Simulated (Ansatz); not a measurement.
Runs of Ansatz 0.2.0 on Ti. Symmetry: Fm-3m, No. 225, cubic system. The conventional cell has a = 4.060 Å, b = 4.060 Å, c = 4.060 Å, α = 90.00°, β = 90.00°, γ = 90.00°. Around Ti (site symmetry m-3m) lie 12 Ti at 2.87 Å. This isn't the form of Ti at room conditions, which is hcp.

```tsv
task	level	potentials or basis	cell	k mesh	cutoff (eV)	smearing	points for each segment of the path	mesh quality	gap on the mesh (eV)	pressure (GPa)	V0 of scaled cells (Å³/atom)	relaxed volume (Å³/atom)	B0 (GPa)
equation of state	PBE0	Ansatz PAW	as given	6 × 6 × 6	420	fermi-dirac 0.05 eV	-	coarse	-	-	17.22	-	128
relaxation of cell and atoms	PBEsol0	Ansatz PAW	relaxed	6 × 6 × 6	420	fermi-dirac 0.05 eV	-	coarse	none	-	-	(b)	-
relaxation of cell and atoms	HSE06	Ansatz PAW	relaxed	6 × 6 × 6	420	fermi-dirac 0.05 eV	-	coarse	none	-	-	(d)	-
band structure	r2SCAN	Ansatz PAW	as given	11 × 11 × 11	500	fermi-dirac 0.05 eV	14	not flagged	none	4.2	-	-	-
single point	PBEsol	Ansatz PAW	another cell of the same crystal, with 1 atom	11 × 11 × 11	420	gaussian 0.02 eV	-	not flagged	none	-0.9	-	-	-
band structure	HSE03	Ansatz PAW	as given	6 × 6 × 6	420	fermi-dirac 0.05 eV	4	coarse	none	-	-	-	-
equation of state	PBEsol	Ansatz PAW earlier set	as given	11 × 11 × 11	740	fermi-dirac 0.05 eV	-	not flagged	-	-	16.65	-	(a)
relaxation of cell and atoms	r2SCAN	Ansatz PAW	relaxed	11 × 11 × 11	500	fermi-dirac 0.05 eV	-	not flagged	none	0.0	-	17.35	-
relaxation of cell and atoms	PBEsol	Ansatz PAW	relaxed	11 × 11 × 11	420	fermi-dirac 0.05 eV	-	not flagged	none	0.0	-	16.65	-
single point	r2SCAN0	Ansatz PAW	as given	6 × 6 × 6	500	fermi-dirac 0.05 eV	-	coarse	none	-	-	-	-
relaxation of cell and atoms	PBE0	Ansatz PAW	relaxed	6 × 6 × 6	420	fermi-dirac 0.05 eV	-	coarse	none	-	-	(c)	-
band structure	PBEsol	Ansatz PAW	as given	11 × 11 × 11	420	fermi-dirac 0.05 eV	14	not flagged	none	-0.5	-	-	-
```

Alike in all rows: no spin polarisation.

**Question.** Fill in the values left out.

**Answer.** (a) 114; (b) 16.77; (c) 17.22; (d) 17.28.

Caveats: some runs use coarse meshes; the PAW data sets come from PBE, with cores solved anew for the run's functional, which leaves a small shift of forces and pressure; the plane-wave basis is chosen anew once the cell has moved, so the energies of steps on either side of that aren't comparable (some runs).

A k mesh can miss the band edges.

A gap of «none» marks a metal or a gap under the smearing width.

Not every run made on this cell is shown here.
